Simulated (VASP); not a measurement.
# CuO (Cc) in VASP: equation of state

How stiff is CuO in PBE, and what volume does it want? The cell is scaled to several volumes.

All numbers are computed with VASP 6.6.1; they aren't measurements. Logs are shortened: lines on timing, memory, paths and dates and some standing lists are left out, and cuts for length are marked.

**1. Starting point**

Symmetry: Cc, No. 9, monoclinic system. Conventional cell: a = 4.689 Å, b = 3.427 Å, c = 5.132 Å, α = 90.00°, β = 99.65°, γ = 90.00°. Around Cu (site symmetry 1) lie 4 O at 1.91 to 2.02 Å. O (site symmetry 1) is surrounded by 4 Cu at 1.91 to 2.02 Å.

**2. Equation of state, PBE, 9.55 Å³/atom (volume scaled by 0.94)**

Input file INCAR:

```
PREC = Accurate ; ENCUT = 520
EDIFF = 1E-7 ; ISMEAR = -1
SIGMA = 0.05 ; LREAL = False
LASPH = True ; NELM = 100
ALGO = Normal ; ISIF = 2
LWAVE = False ; LCHARG = False
GGA = PE ; NBANDS = 25
```

Input file KPOINTS:

```
Automatic mesh
0
Gamma
  10 10 5
```

Input file POSCAR:

```
CuO
1.0
    2.2967863347     -1.6784226623      0.0000000000
    2.2967863347      1.6784226623      0.0000000000
   -0.8429827377      0.0000000000      4.9561566325
Cu O
2 2
Direct
    0.0032000000      0.4968000000      0.0000000000
    0.4968000000      0.0032000000      0.5000000000
    0.5714000000      0.4056000000      0.2537000000
    0.4056000000      0.5714000000      0.7537000000
```

Potentials or basis: VASP PAW PBE potentials, release 64 (Cu, O).

Launch:

```console
> cat potpaw_PBE.64/Cu/POTCAR potpaw_PBE.64/O/POTCAR > POTCAR
> mpirun -np 1 vasp_std > vasp.out
```

OUTCAR:

```text
PREC = Accurate
   ENCUT = 520
   EDIFF = 1E-7
   ISMEAR = -1
   LREAL = False
   LASPH = True
   NELM = 100
   ISIF = 2
   GGA = PE

 Found    141 irreducible k-points:

 Following reciprocal coordinates:
            Coordinates               Weight
  0.000000  0.000000  0.000000      1.000000
  0.100000  0.000000  0.000000      4.000000
  0.200000  0.000000  0.000000      4.000000
  0.300000  0.000000  0.000000      4.000000
  0.400000  0.000000  0.000000      4.000000
  0.500000  0.000000  0.000000      2.000000
   k-points           NKPTS =    141   k-points in BZ     NKDIM =    141   number of bands    NBANDS=     25
   number of dos      NEDOS =    301   number of ions     NIONS =      4
   total plane-waves  NPLWV =  23040
   dimension x,y,z NGX =    24 NGY =   24 NGZ =   40
   dimension x,y,z NGXF=    48 NGYF=   48 NGZF=   80
   ions per type =               2   2
   NGX,Y,Z   is equivalent  to a cutoff of  14.03, 14.03, 13.23 a.u.
   NGXF,Y,Z  is equivalent  to a cutoff of  28.05, 28.05, 26.45 a.u.
 SYSTEM =  unknown system
   PREC   = accura    normal or accurate (medium, high low for compatibility)
   ISTART =      0    job   : 0-new  1-cont  2-samecut
   ICHARG =      2    charge: 1-file 2-atom 10-const
   ISPIN  =      1    spin polarized calculation?
   LNONCOLLINEAR =      F non collinear calculations
   LSORBIT =      F    spin-orbit coupling
   LASPH  =      T    aspherical Exc in radial PAW
   ENCUT  =  520.0 eV  38.22 Ry    6.18 a.u.   5.29  5.29  9.35*2*pi/ulx,y,z
   NELM   =    100;   NELMIN=  2; NELMDL= -5     # of ELM steps
   EDIFF  = 0.1E-06   stopping-criterion for ELM
   LREAL  =      F    real-space projection
   EDIFFG = 0.1E-05   stopping-criterion for IOM
   NSW    =      0    number of steps for IOM
   IBRION =     -1    ionic relax: 0-MD 1-quasi-New 2-CG
   NFREE  =      0    steps in history (QN), initial steepest desc. (CG)
   ISIF   =      2    stress and relaxation
   ISYM   =      2    0-nonsym 1-usesym 2-fastsym
   POTIM  = 0.5000    time-step for ionic-motion
   TEBEG  =    0.0;   TEEND  =   0.0 temperature during run
   PSTRESS=    0.0 pullay stress
   NELECT =      34.0000    total number of electrons
   NUPDOWN=      -1.0000    fix difference up-down
   EMIN   =  10.00;   EMAX   =-10.00  energy-range for DOS
   EFERMI =   0.00;   METHOD = LEGACY
   ISMEAR =    -1;   SIGMA  =   0.05  broadening in eV -4-tet -1-fermi 0-gaus
   EFERMI_NEDOS =   21; number of points for ismear=-14 and -15
   IALGO  =     38    algorithm
   IMIX   =      4    mixing-type and parameters
     AMIX     =   0.40;   BMIX     =  1.00
     AMIX_MAG =   1.60;   BMIX_MAG =  1.00
  volume/ion in A,a.u.               =       9.55        64.47
  Fermi-wavevector in a.u.,A,eV,Ry     =   1.574595  2.975553 33.733589  2.479349
  Thomas-Fermi vector in A             =   2.675705
   LORBIT       =      0    0 simple, 1 ext, 2 COOP (PROOUT), +10 PAW based schemes
   GGA     = PE    functional components
   LHFCALC =     F    Hartree Fock is set to
   AEXX    =    0.0000 exact exchange contribution
   IVDW    =     0    specifies the selected vdW correction
   LEPSILON=     F    determine dielectric tensor
   LRPA    =     F    only Hartree local field effects (RPA)
 non-spin polarized calculation
  energy-cutoff  :      520.00
  volume of cell :       38.21
 maximum number of plane-waves:      1045
 NGX is ok and might be reduce to    24
   NGX = 11   NGY = 11   NGZ = 19

 number of electron      34.0000012 magnetization

 Free energy of the ion-electron system (eV)
  ---------------------------------------------------
  ext. energy  EPLUGINS =         0.00000000
  ---------------------------------------------------
  free energy    TOTEN  =       -19.29089713 eV

  energy without entropy =      -19.27261781  energy(sigma->0) =      -19.28175747

 E-fermi :   6.5546     XC(G=0): -12.2563

 val. band max:        6.5443222619   @ k =   0.5000   0.1000   0.2000
 cond. band min:       6.5643535867   @ k =   0.4000   0.2000   0.4000
 fundamental gap:      0.0200313249
 Fermi energy:         6.5545882944

 k-point     1 :       0.0000    0.0000    0.0000
  band No.  band energies     occupation
      1     -13.9635      2.00000
      2     -12.4714      2.00000
      3      -2.2089      2.00000
      4       0.5418      2.00000
      5       0.9175      2.00000
      6       2.8457      2.00000
[... 17 lines left out ...]
     24      23.1926      0.00000
     25      23.6223      0.00000

 k-point     2 :       0.1000    0.0000    0.0000
  band No.  band energies     occupation
      1     -13.8877      2.00000
      2     -12.4484      2.00000
      3      -2.0925      2.00000
      4       0.5214      2.00000
      5       0.8883      2.00000
      6       2.0647      2.00000
[... 17 lines left out ...]
     24      22.8379      0.00000
     25      23.9691      0.00000

 k-point     3 :       0.2000    0.0000    0.0000
  band No.  band energies     occupation
      1     -13.6815      2.00000
      2     -12.3872      2.00000
      3      -1.7809      2.00000
      4       0.4429      2.00000
      5       0.7533      2.00000
      6       1.0150      2.00000
[... 17 lines left out ...]
     24      21.9504      0.00000
     25      23.5116      0.00000

 k-point     4 :       0.3000    0.0000    0.0000
  band No.  band energies     occupation
      1     -13.4081      2.00000
      2     -12.3101      2.00000
      3      -1.3876      2.00000
      4      -0.2169      2.00000
      5       0.3564      2.00000
      6       0.8982      2.00000
[... 17 lines left out ...]
     24      20.8305      0.00000
     25      23.0898      0.00000

 k-point     5 :       0.4000    0.0000    0.0000
  band No.  band energies     occupation
      1     -13.1686      2.00000
      2     -12.2476      2.00000
      3      -1.1046      2.00000
      4      -0.9424      2.00000
      5       0.3126      2.00000
      6       0.9051      2.00000
[... 17 lines left out ...]
     24      19.9634      0.00000
     25      22.7219      0.00000

 k-point     6 :       0.5000    0.0000    0.0000
  band No.  band energies     occupation
      1     -13.0718      2.00000
      2     -12.2239      2.00000
      3      -1.2705      2.00000
      4      -0.9374      2.00000
      5       0.3130      2.00000
      6       0.9061      2.00000
[... 17 lines left out ...]
     24      19.6654      0.00000
     25      22.5676      0.00000

 [... further k-points ...]

------------------------ aborting loop because EDIFF is reached ----------------------------------------

  FORCE on cell =-STRESS in cart. coord.  units (eV):
  Direction    XX          YY          ZZ          XY          YZ          ZX
  --------------------------------------------------------------------------------------
  -------------------------------------------------------------------------------------
  Total        4.8698859      4.1639878      5.1799848      0.0000000      0.0000000     -0.9024001
  in kB      204.1890356    174.5914932    217.1911481      0.0000000      0.0000000    -37.8366582
  external PRESSURE =     198.6572256 kB  Pullay stress =       0.0000000 kB

 VOLUME and BASIS-vectors are now :
 -----------------------------------------------------------------------------
  energy-cutoff  :      520.00
  volume of cell :       38.21
      direct lattice vectors                 reciprocal lattice vectors
     2.296786335 -1.678422662  0.000000000     0.217695478 -0.297898742  0.037027387
     2.296786335  1.678422662  0.000000000     0.217695478  0.297898742  0.037027387
    -0.842982738  0.000000000  4.956156632     0.000000000  0.000000000  0.201769249

 POSITION                                       TOTAL-FORCE (eV/Angst)
 -----------------------------------------------------------------------------------
      1.14839      0.82847      0.00000        -0.809249      0.478546      0.325483
      0.72690     -0.82847      2.47808        -0.809249     -0.478546      0.325483
      2.03010     -0.27828      1.25738         0.809249      0.053871     -0.325483
      1.60860      0.27828      3.73546         0.809249     -0.053871     -0.325483
 -----------------------------------------------------------------------------------
    total drift:                                0.000160      0.000000      0.000591

  FREE ENERGIE OF THE ION-ELECTRON SYSTEM (eV)
  ---------------------------------------------------
  free  energy   TOTEN  =       -19.2908971279 eV

  energy  without entropy=      -19.2726178077  energy(sigma->0) =      -19.28175747
```

Run time: 85 s. Hardware: 1 thread of Intel Xeon 6975P-C (Granite Rapids), shared host; peak memory 0.23 GiB.

What came out:

```
Free energy            : -19.2909 eV
Pressure               : 19.9 GPa
Largest force          : 0.995 eV/Å
Band gap on the k mesh : none (metal or under the smearing width)
```

Caveat: the run has no spin polarisation, though such a crystal can be magnetic; semilocal functionals often make such compounds metallic where correlation or magnetic order opens a gap, which also shifts bond lengths.

**3. Equation of state, PBE, 9.76 Å³/atom (volume scaled by 0.96)**

Input file INCAR:

```
ALGO = Normal ; EDIFF = 1E-7
ENCUT = 520 ; GGA = PE
ISIF = 2 ; ISMEAR = -1
LASPH = True ; LCHARG = False
LREAL = False ; LWAVE = False
NBANDS = 25 ; NELM = 60
PREC = Accurate ; SIGMA = 0.05
```

Input file KPOINTS:

```
k-points
0
Gamma
  10 10 5
```

Input file POSCAR:

```
CuO
1.0
    2.3129614193     -1.6902429297      0.0000000000
    2.3129614193      1.6902429297      0.0000000000
   -0.8489194314      0.0000000000      4.9910602940
Cu O
2 2
Direct
    0.0032000000      0.4968000000      0.0000000000
    0.4968000000      0.0032000000      0.5000000000
    0.5714000000      0.4056000000      0.2537000000
    0.4056000000      0.5714000000      0.7537000000
```

Potentials or basis: VASP PAW PBE potentials, release 64 (Cu, O).

Launch:

```console
> cat potpaw_PBE.64/Cu/POTCAR potpaw_PBE.64/O/POTCAR > POTCAR
> mpirun -np 1 vasp_std > vasp.out
```

It took 79 s on 1 thread of Intel Xeon 6975P-C (Granite Rapids), shared host; peak memory 0.24 GiB.

Results (log left out):

| Property | Result |
| --- | --- |
| Free energy | -19.3800 eV |
| Pressure | 14.9 GPa |
| Largest force | 0.921 eV/Å |
| Band gap on the k mesh | none (metal or under the smearing width) |

Caveat: the run has no spin polarisation, though such a crystal can be magnetic; semilocal functionals often make such compounds metallic where correlation or magnetic order opens a gap, which also shifts bond lengths.

**4. Equation of state, PBE, 9.96 Å³/atom (volume scaled by 0.98)**

Input file INCAR:

```
SYSTEM = CuO
  PREC = Accurate
  ENCUT = 520
  EDIFF = 1E-7
  ISMEAR = -1
  SIGMA = 0.05
  LREAL = .FALSE.
  LASPH = .TRUE.
  NELM = 100
  ALGO = Normal
  ISIF = 2
  LWAVE = .FALSE.
  LCHARG = .FALSE.
  GGA = PE
  NBANDS = 25
```

Input file KPOINTS:

```
regular mesh
0
G
  10 10 5
  0 0 0
```

Input file POSCAR:

```
CuO
1.0
    2.3289133814     -1.7019001459      0.0000000000
    2.3289133814      1.7019001459      0.0000000000
   -0.8547742332      0.0000000000      5.0254824872
Cu O
2 2
Direct
    0.0032000000      0.4968000000      0.0000000000
    0.4968000000      0.0032000000      0.5000000000
    0.5714000000      0.4056000000      0.2537000000
    0.4056000000      0.5714000000      0.7537000000
```

Launch:

```console
> cat potpaw_PBE.64/Cu/POTCAR potpaw_PBE.64/O/POTCAR > POTCAR
> mpirun -np 1 vasp_std > vasp.out
```

Wall time 72 s (1 thread of Intel Xeon 6975P-C (Granite Rapids), shared host); peak memory 0.24 GiB.

The run converged. Its results:

```yaml
Free_energy: -19.4451 eV
Pressure: 10.4 GPa
Largest_force: 0.853 eV/Å
Band_gap_on_the_k_mesh: none (metal or under the smearing width)
```

Caveat: the run has no spin polarisation, though such a crystal can be magnetic; semilocal functionals often make such compounds metallic where correlation or magnetic order opens a gap, which also shifts bond lengths.

**5. Equation of state, PBE, 10.37 Å³/atom (volume scaled by 1.02)**

Input file INCAR:

```
PREC     = Accurate       # precision mode
ENCUT    = 520            # plane-wave cutoff, eV
EDIFF    = 1E-7           # SCF threshold, eV
ISMEAR   = -1             # smearing method
SIGMA    = 0.05           # smearing width, eV
LREAL    = False          # projectors in reciprocal space
LASPH    = True           # aspherical terms in the spheres
NELM     = 60             # most SCF steps
ALGO     = Normal         # electronic algorithm
ISIF     = 2              # what is computed and relaxed
LWAVE    = False          # write WAVECAR
LCHARG   = False          # write CHGCAR
GGA      = PE             # functional
NBANDS   = 25             # bands
```

Input file KPOINTS:

```
Automatic mesh
0
Gamma
  10 10 5
```

Input file POSCAR:

```
CuO
1.0
    2.3601776944     -1.7247471694      0.0000000000
    2.3601776944      1.7247471694      0.0000000000
   -0.8662490821      0.0000000000      5.0929466782
Cu O
2 2
Direct
    0.0032000000      0.4968000000      0.0000000000
    0.4968000000      0.0032000000      0.5000000000
    0.5714000000      0.4056000000      0.2537000000
    0.4056000000      0.5714000000      0.7537000000
```

Launch:

```console
> cat potpaw_PBE.64/Cu/POTCAR potpaw_PBE.64/O/POTCAR > POTCAR
> mpirun -np 1 vasp_std > vasp.out
```

Run time: 70 s. Hardware: 1 thread of Intel Xeon 6975P-C (Granite Rapids), shared host; peak memory 0.24 GiB.

It converged, with:

```
Free energy            : -19.5128 eV
Pressure               : 2.8 GPa
Largest force          : 0.729 eV/Å
Band gap on the k mesh : none (metal or under the smearing width)
```

Caveat: the run has no spin polarisation, though such a crystal can be magnetic; semilocal functionals often make such compounds metallic where correlation or magnetic order opens a gap, which also shifts bond lengths.

**6. Equation of state, PBE, 10.57 Å³/atom (volume scaled by 1.04)**

INCAR: that of step 5 with these lines changed.

```diff
@@ -7,3 +7,3 @@
 LASPH    = True           # aspherical terms in the spheres
-NELM     = 60             # most SCF steps
+NELM     = 80             # most SCF steps
 ALGO     = Normal         # electronic algorithm
```

KPOINTS is that of step 5.

Input file POSCAR:

```
CuO
1.0
    2.3755039530     -1.7359471401      0.0000000000
    2.3755039530      1.7359471401      0.0000000000
   -0.8718742338      0.0000000000      5.1260186872
Cu O
2 2
Direct
    0.0032000000      0.4968000000      0.0000000000
    0.4968000000      0.0032000000      0.5000000000
    0.5714000000      0.4056000000      0.2537000000
    0.4056000000      0.5714000000      0.7537000000
```

Potentials or basis: VASP PAW PBE potentials, release 64 (Cu, O).

Launch:

```console
> cat potpaw_PBE.64/Cu/POTCAR potpaw_PBE.64/O/POTCAR > POTCAR
> mpirun -np 1 vasp_std > vasp.out
```

It took 75 s on 1 thread of Intel Xeon 6975P-C (Granite Rapids), shared host; peak memory 0.24 GiB.

Results (log left out):

* Free energy: -19.5197 eV
* Pressure: -0.5 GPa
* Largest force: 0.712 eV/Å
* Band gap on the k mesh: none (metal or under the smearing width)

Caveat: the run has no spin polarisation, though such a crystal can be magnetic; semilocal functionals often make such compounds metallic where correlation or magnetic order opens a gap, which also shifts bond lengths.

(Part 1 of 2 ends here.)
